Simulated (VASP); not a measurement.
# Al2Cu (Khatyrkite): Al into a neighbouring Al vacancy, part 4 of 4

Aim: the barrier for one hop in Al2Cu (Khatyrkite): Al into a neighbouring Al vacancy. The start is a cell from a database of measured crystal structures.

VASP 6.6.1; PBE; plane waves and PAW (Cu, Al).

So far. Step 3 (Relax the start): The run ended after 15 ionic steps, 0.126 eV below its first step, once the forces on the free atoms met EDIFFG = -0.05. Step 4 (Relax the end): The run ended after 16 ionic steps, 0.126 eV below its first step, once the forces on the free atoms met EDIFFG = -0.05.

### Step 5. Nudged elastic band

Images on a straight line between the ends relax across the path, while springs keep them spaced along it.

INCAR reads:

```
SYSTEM = Al15Cu8
PREC = Normal
ENCUT = 300
EDIFF = 1E-05
NELM = 120
ISMEAR = 1
SIGMA = 0.15
LREAL = Auto
ALGO = Fast
GGA = PE
NBANDS = 89
LASPH = .TRUE.
LWAVE = .FALSE.
LCHARG = .FALSE.
IMAGES = 3
SPRING = -5
IBRION = 3
POTIM = 0.15
NSW = 60
EDIFFG = -0.05
ISYM = 0
ISIF = 0
SMASS = 1
```

POSCAR reads:

```
Al15Cu8
1.0
    6.0266191050      0.0000000000      0.0000000000
    0.0000000000      6.0266191050      0.0000000000
    0.0000000000      0.0000000000      9.8550001764
Cu Al
8 15
Direct
    0.9926018609      0.9930753233      0.1245069004
    0.0046876843      0.9936568664      0.6260507018
    0.5054326602      0.4955710089      0.3739222785
    0.5052821335      0.5057635539      0.8754696534
    0.0040352640      0.9950358266      0.3740233533
    0.9931131452      0.9938703529      0.8755678934
    0.5049105465      0.4950588595      0.6259483904
    0.5054048626      0.5071404884      0.1244841387
    0.1672987955      0.3316655787      0.4999961546
    0.6512509899      0.8481076650      0.2536132576
    0.6516604648      0.8468364518      0.7455454114
    0.8446377407      0.3370842972      0.2480646189
    0.8442839667      0.3362227859      0.7512152076
    0.3470225995      0.8386606417      0.5001549283
    0.3378605203      0.8454996329      0.9999190049
    0.3261963640      0.1737764693      0.2343365947
    0.3279393234      0.1710876208      0.7642268655
    0.8478035381      0.6530434853      0.4998769166
    0.8326503224      0.6658994243      0.9994236804
    0.6553352132      0.1619183610      0.9996914320
    0.6608651435      0.1528434876      0.5002627667
    0.1621053442      0.6552658953      0.2482749203
    0.1623545529      0.6546633242      0.7522962102
```

KPOINTS reads:

```
Automatic mesh
0
Monkhorst-Pack
3 3 2
0 0 0
```

00/POSCAR reads:

```
Al15Cu8
1.0
    6.0266191050      0.0000000000      0.0000000000
    0.0000000000      6.0266191050      0.0000000000
    0.0000000000      0.0000000000      9.8550001764
Cu Al
8 15
Direct
    0.9926018609      0.9930753233      0.1245069004
    0.0046876843      0.9936568664      0.6260507018
    0.5054326602      0.4955710089      0.3739222785
    0.5052821335      0.5057635539      0.8754696534
    0.0040352640      0.9950358266      0.3740233533
    0.9931131452      0.9938703529      0.8755678934
    0.5049105465      0.4950588595      0.6259483904
    0.5054048626      0.5071404884      0.1244841387
    0.1672987955      0.3316655787      0.4999961546
    0.6512509899      0.8481076650      0.2536132576
    0.6516604648      0.8468364518      0.7455454114
    0.8446377407      0.3370842972      0.2480646189
    0.8442839667      0.3362227859      0.7512152076
    0.3470225995      0.8386606417      0.5001549283
    0.3378605203      0.8454996329      0.9999190049
    0.3261963640      0.1737764693      0.2343365947
    0.3279393234      0.1710876208      0.7642268655
    0.8478035381      0.6530434853      0.4998769166
    0.8326503224      0.6658994243      0.9994236804
    0.6553352132      0.1619183610      0.9996914320
    0.6608651435      0.1528434876      0.5002627667
    0.1621053442      0.6552658953      0.2482749203
    0.1623545529      0.6546633242      0.7522962102
```

01/POSCAR reads:

```
Al15Cu8
1.0
    6.0266191050      0.0000000000      0.0000000000
    0.0000000000      6.0266191050      0.0000000000
    0.0000000000      0.0000000000      9.8550001764
Cu Al
8 15
Direct
    0.9931862964      0.9929366912      0.1245787730
    0.0022695764      0.9964912796      0.6253948406
    0.5061021708      0.4982476096      0.3738294671
    0.5030865099      0.5056103549      0.8753587948
    0.0015216252      0.9945718188      0.3739682611
    0.9936007340      0.9964565484      0.8754079308
    0.5028316940      0.4976651344      0.6252138955
    0.5056670562      0.5068714915      0.1245389096
    0.1688933068      0.3305709166      0.4958644338
    0.6551941187      0.8443724670      0.2525282644
    0.6517140263      0.8473013387      0.7464123812
    0.8451467861      0.3373835576      0.2481530958
    0.8432368314      0.3390867100      0.7507372886
    0.3445613425      0.8401513129      0.4994333670
    0.3380417574      0.8452943966      0.9999937827
    0.2877314713      0.2121398580      0.1793193299
    0.3289831382      0.1705114716      0.7605199596
    0.8483346518      0.6525809129      0.5009406879
    0.8363333506      0.6625979115      0.9983386143
    0.6555980973      0.1622801646      1.0000373197
    0.6596100470      0.1554518050      0.4994065398
    0.1622716763      0.6551066827      0.2484889100
    0.1600904843      0.6563023116      0.7515594608
```

02/POSCAR reads:

```
Al15Cu8
1.0
    6.0266191050      0.0000000000      0.0000000000
    0.0000000000      6.0266191050      0.0000000000
    0.0000000000      0.0000000000      9.8550001764
Cu Al
8 15
Direct
    0.9937707320      0.9927980592      0.1246506455
   -0.0001485315      0.9993256927      0.6247389794
    0.5067716814      0.5009242104      0.3737366558
    0.5008908864      0.5054571558      0.8752479361
   -0.0009920136      0.9941078109      0.3739131689
    0.9940883228      0.9990427440      0.8752479682
    0.5007528416      0.5002714094      0.6244794007
    0.5059292498      0.5066024946      0.1245936806
    0.1704878180      0.3294762544      0.4917327130
    0.6591372474      0.8406372690      0.2514432713
    0.6517675878      0.8477662256      0.7472793510
    0.8456558316      0.3376828179      0.2482415726
    0.8421896960      0.3419506341      0.7502593695
    0.3421000855      0.8416419840      0.4987118057
    0.3382229945      0.8450891603      1.0000685604
    0.2492665786      0.2505032467      0.1243020651
    0.3300269530      0.1699353224      0.7568130538
    0.8488657655      0.6521183406      0.5020044592
    0.8400163788      0.6592963988      0.9972535482
    0.6558609814      0.1626419681      1.0003832074
    0.6583549504      0.1580601224      0.4985503128
    0.1624380084      0.6549474701      0.2487028998
    0.1578264157      0.6579412990      0.7508227114
```

03/POSCAR reads:

```
Al15Cu8
1.0
    6.0266191050      0.0000000000      0.0000000000
    0.0000000000      6.0266191050      0.0000000000
    0.0000000000      0.0000000000      9.8550001764
Cu Al
8 15
Direct
    0.9943551676      0.9926594272      0.1247225180
   -0.0025666394      1.0021601058      0.6240831182
    0.5074411920      0.5036008112      0.3736438444
    0.4986952628      0.5053039567      0.8751370774
   -0.0035056524      0.9936438030      0.3738580766
    0.9945759117      1.0016289395      0.8750880056
    0.4986739891      0.5028776843      0.6237449058
    0.5061914434      0.5063334977      0.1246484516
    0.1720823292      0.3283815923      0.4876009922
    0.6630803762      0.8369020709      0.2503582782
    0.6518211493      0.8482311125      0.7481463207
    0.8461648770      0.3379820782      0.2483300494
    0.8411425607      0.3448145582      0.7497814505
    0.3396388285      0.8431326552      0.4979902444
    0.3384042315      0.8448839240      1.0001433382
    0.2108016858      0.2888666354      0.0692848003
    0.3310707679      0.1693591732      0.7531061480
    0.8493968792      0.6516557682      0.5030682306
    0.8436994071      0.6559948860      0.9961684822
    0.6561238656      0.1630037717      1.0007290950
    0.6570998539      0.1606684399      0.4976940858
    0.1626043406      0.6547882575      0.2489168896
    0.1555623471      0.6595802864      0.7500859621
```

04/POSCAR reads:

```
Al15Cu8
1.0
    6.0266191050      0.0000000000      0.0000000000
    0.0000000000      6.0266191050      0.0000000000
    0.0000000000      0.0000000000      9.8550001764
Cu Al
8 15
Direct
    0.9949396031      0.9925207951      0.1247943906
   -0.0049847473      1.0049945190      0.6234272570
    0.5081107026      0.5062774119      0.3735510330
    0.4964996392      0.5051507577      0.8750262188
   -0.0060192912      0.9931797952      0.3738029844
    0.9950635005      1.0042151350      0.8749280430
    0.4965951366      0.5054839592      0.6230104109
    0.5064536370      0.5060645008      0.1247032225
    0.1736768405      0.3272869302      0.4834692714
    0.6670235050      0.8331668729      0.2492732850
    0.6518747108      0.8486959994      0.7490132905
    0.8466739225      0.3382813386      0.2484185263
    0.8400954254      0.3476784823      0.7493035315
    0.3371775715      0.8446233264      0.4972686831
    0.3385854686      0.8446786877      1.0002181160
    0.1723367931      0.3272300241      0.0142675355
    0.3321145827      0.1687830240      0.7493992421
    0.8499279929      0.6511931958      0.5041320019
    0.8473824353      0.6526933732      0.9950834161
    0.6563867497      0.1633655752      1.0010749827
    0.6558447574      0.1632767573      0.4968378589
    0.1627706727      0.6546290449      0.2491308793
    0.1532982785      0.6612192738      0.7493492127
```

The projector-augmented-wave data sets are Cu and Al (PBE family, release 64).

Started as:

```bash
> mpirun -np 3 vasp_std
```

Output:

```text
[banner, memory and clock lines left out]
running    3 mpi-ranks, on    1 nodes
 each image running on    1 cores
[...]
01/POSCAR found :  2 types and      23 ions
 LDA part: xc-table for (Slater+PW92), standard interpolation
[...]
00/POSCAR found :  2 types and      23 ions
[...]
04/POSCAR found :  2 types and      23 ions
 POSCAR, INCAR and KPOINTS ok, starting setup
[...]
entering main loop
       N       E                     dE             d eps       ncg     rms          rms(c)
DAV:   1     0.785598160763E+03    0.78560E+03   -0.34895E+04  1602   0.106E+03
DAV:   2    -0.256807499076E+02   -0.81128E+03   -0.77693E+03  1604   0.297E+02
DAV:   3    -0.101732811229E+03   -0.76052E+02   -0.68781E+02  1911   0.118E+02
DAV:   4    -0.105714005792E+03   -0.39812E+01   -0.39009E+01  2524   0.304E+01
[...]
RMM:  16    -0.882363431201E+02    0.48937E-04   -0.28883E-04  1618   0.104E-01    0.212E-02
RMM:  17    -0.882363522132E+02   -0.90931E-05   -0.19728E-04  1662   0.655E-02    0.231E-02
RMM:  18    -0.882363487161E+02    0.34971E-05   -0.52364E-05  1395   0.433E-02
   1 F= -.88236349E+02 E0= -.88235203E+02  d E =-.882363E+02
[... from here on, the cycles between the ionic steps are left out ...]
   2 F= -.88273451E+02 E0= -.88272337E+02  d E =-.371026E-01
   6 F= -.88353385E+02 E0= -.88352338E+02  d E =-.103350E-01
  11 F= -.88384841E+02 E0= -.88383717E+02  d E =-.495207E-02
  16 F= -.88404897E+02 E0= -.88403694E+02  d E =-.346285E-02
  21 F= -.88419180E+02 E0= -.88417947E+02  d E =-.250563E-02
  26 F= -.88429789E+02 E0= -.88428554E+02  d E =-.191121E-02
  31 F= -.88438239E+02 E0= -.88437020E+02  d E =-.157997E-02
  36 F= -.88445036E+02 E0= -.88443820E+02  d E =-.124231E-02
  41 F= -.88450478E+02 E0= -.88449266E+02  d E =-.998213E-03
  46 F= -.88454900E+02 E0= -.88453678E+02  d E =-.823847E-03
  51 F= -.88458778E+02 E0= -.88457547E+02  d E =-.728450E-03
  56 F= -.88462161E+02 E0= -.88460921E+02  d E =-.646081E-03
  59 F= -.88464000E+02 E0= -.88462752E+02  d E =-.593847E-03
  60 F= -.88464565E+02 E0= -.88463315E+02  d E =-.564425E-03
damped:  g(F)=  0.625E-03 g(S)=  0.000E+00 dE (1.order)=-0.126E-02
```

Elapsed: 13 min, on 3 MPI ranks of Intel Xeon 6975P-C (Granite Rapids), shared host; peak memory 0.68 GiB.

OUTCAR, selected parts (step 5):

```text
  tangential force (eV/A)        -0.439142
  left and right image   0.745702  0.745936 A

  tangential force (eV/A)        -0.437038
  left and right image   0.747368  0.747566 A

 k-point     1 :       0.0000    0.0000    0.2500
  band No.  band energies     occupation
    ...
     64       6.2014      2.00000
     65       6.3877      2.00000
     66       6.4504      2.00000
     67       6.7995      2.00000
     68       7.1029      2.01022
     69       7.5628     -0.03384
     70       7.7712     -0.00491
     71       7.9263     -0.00002
     72       7.9660     -0.00000
     73       8.5655     -0.00000
    ...

 POSITION                                       TOTAL-FORCE (eV/Angst)
 -----------------------------------------------------------------------------------
      5.84429      5.90181      1.17918         0.026032      0.041690     -0.019408
      0.02232      6.03657      6.11858         0.002006     -0.001246     -0.015031
      3.05057      2.97981      3.62847        -0.006674      0.012698     -0.016579
      2.98588      3.07987      8.58999         0.003348      0.008457     -0.019287
      0.03421      5.98975      3.62844        -0.012812      0.008362     -0.015892
      5.96119      6.05513      8.58993        -0.009561     -0.003313     -0.018995
      3.00512      2.99175      6.11879        -0.000275     -0.000842     -0.014966
      3.13949      3.19634      1.17918        -0.043321     -0.026314     -0.019951
      1.01585      1.99889      4.81081        -0.006662      0.010158      0.007630
      3.79707      5.24370      2.54017        -0.024487      0.023133     -0.055263
      3.93174      5.10958      7.30775        -0.001512     -0.002048     -0.012610
      5.06314      2.02996      2.40260        -0.003700      0.007039     -0.033006
      5.05398      2.07109      7.35056        -0.007866     -0.009260     -0.009160
      2.08501      5.05743      4.90661        -0.005005      0.002514     -0.020251
[...]
-----------------------------------------------------------------------------------
    total drift:                                0.061174     -0.056477      0.051834

  FREE ENERGIE OF THE ION-ELECTRON SYSTEM (eV)
  ---------------------------------------------------
  free  energy   TOTEN  =       -88.4645647933 eV

  energy  without entropy=      -88.4608142757  energy(sigma->0) =      -88.46331462

  tangential force (eV/A)        -0.434568
  left and right image   0.749011  0.749169 A

[... 5 parts as in an earlier step ...]

[... 10 further parts left out ...]
[key lines of the parts left out:]
E-fermi :   7.4226
```

CONTCAR:

```
Al15Cu8
   1.00000000000000
     6.0266191050000000    0.0000000000000000    0.0000000000000000
     0.0000000000000000    6.0266191050000000    0.0000000000000000
     0.0000000000000000    0.0000000000000000    9.8550001764000008
  Cu              Al
     8    15
Direct
     0.9697453649969822    0.9792898686825571    0.1196529534640195
     0.0037041013272841    1.0016512633913295    0.6208603282468668
     0.5061833626177717    0.4944412712015415    0.3681853046635307
     0.4954489171291476    0.5110436400150239    0.8716376239419273
     0.0056757303552661    0.9938819718691682    0.3681830463919543
     0.9891437060288095    1.0047313403630433    0.8716314562809608
     0.4986416690551501    0.4964225738254502    0.6208819393019736
     0.5209368556567900    0.5303710822375239    0.1196526549794381
     0.1685612006831511    0.3316769239094634    0.4881591506493664
     0.6300501271968936    0.8700891708298019    0.2577542049249369
     0.6523955287670836    0.8478345575904832    0.7415269126705654
     0.8401296120192273    0.3368330249701232    0.2437949286724441
     0.8386087186817748    0.3436577042529197    0.7458707258861152
     0.3459671881870247    0.8391813113943777    0.4978807349327870
     0.3301741146811821    0.8508888798455526    0.9954602781476630
     0.2827234720290351    0.2174000934251545    0.1896102279113219
     0.3327202690243098    0.1674640516900808    0.7562637114194896
     0.8465536461694469    0.6535188032759996    0.4993552368932141
     0.8533680959214878    0.6468555774627175    0.9834329171741855
     0.6491456463480534    0.1699177310422519   -0.0045223138438773
     0.6609493281706357    0.1541858205951930    0.4979086479005114
     0.1633598861290406    0.6599852724615903    0.2437530836286834
     0.1566063903077116    0.6616861198957151    0.7457469050127311
```

The band used up its steps before its forces met the threshold, so no barrier is taken from it.

### Step 6. Outcome

```json
{
 "result": "none"
}
```

What this shows: The session ends without its result: «nudged elastic band» used up its steps.

[Lines on the potential files, build, host, timing and source positions are cut from VASP's logs without a mark.]

[Logs are printed without paths, hosts, clocks, repeated set-up lines and the standing remarks that a program may print on its own settings, such as how far it seeks lower states.]

[Hosts, paths, dates, database ids (printed as entryN), source tags and the programs' standing remarks are cut or masked in the printed files.]

[Runs that stopped without an error message from VASP are left out.]
